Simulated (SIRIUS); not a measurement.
**MgSe under changes of volume**

One of the cells (20.651 Å³/atom); the others are scaled copies at fixed shape and fractional positions:

```xyz
2
Lattice="0.0000 2.7436 2.7436 2.7436 0.0000 2.7436 2.7436 2.7436 0.0000" Properties=species:S:1:pos:R:3 pbc="T T T"
Se    2.7436    2.7436    2.7436
Mg    0.0000    0.0000    0.0000
```

```yaml
Program: SIRIUS 7.10.0
Functional: PBEsol
Potentials_or_basis: PseudoDojo 0.4.1 PBEsol standard (scalar relativistic)
Cutoff: 1177 eV
Density_cutoff: 4707 eV
k_mesh: 8 × 8 × 8
Occupations: fermi-dirac, width 0.05 eV
Spin: no spin polarisation
```

```csv
volume (Å³/atom),energy over the lowest point (meV/atom),pressure (GPa),gap on the mesh (eV)
19.031,?,?,?
19.436,5.43,2.9,1.84
19.841,0.10,1.4,1.80
20.651,0.00,-1.2,1.74
21.056,4.53,-2.3,1.71
21.461,11.74,-3.4,1.68
```

Question: What does the run at 19.031 Å³/atom give?

Answer: Energy over the lowest point 14.78 meV/atom; pressure 4.5 GPa; gap on the mesh 1.87 eV.

Worked out: A Birch-Murnaghan fit of order 3 (a polynomial in V^(-2/3)) to the other rows has its minimum at 20.25 Å³/atom with B0 = V·E''(V) = 65 GPa and B' = 4.2. It gives 14.79 meV/atom at 19.031 Å³/atom, against the run's 14.78, and -dE/dV = 4.6 GPa, against 4.5. A straight line through the other rows of the gap, of slope -1.59 eV per unit of ln V, extrapolates to 1.87 eV, against the run's 1.87.

Energies are extrapolated to zero smearing.

A mesh can miss the band edges. Spin-orbit coupling on Se is left out.
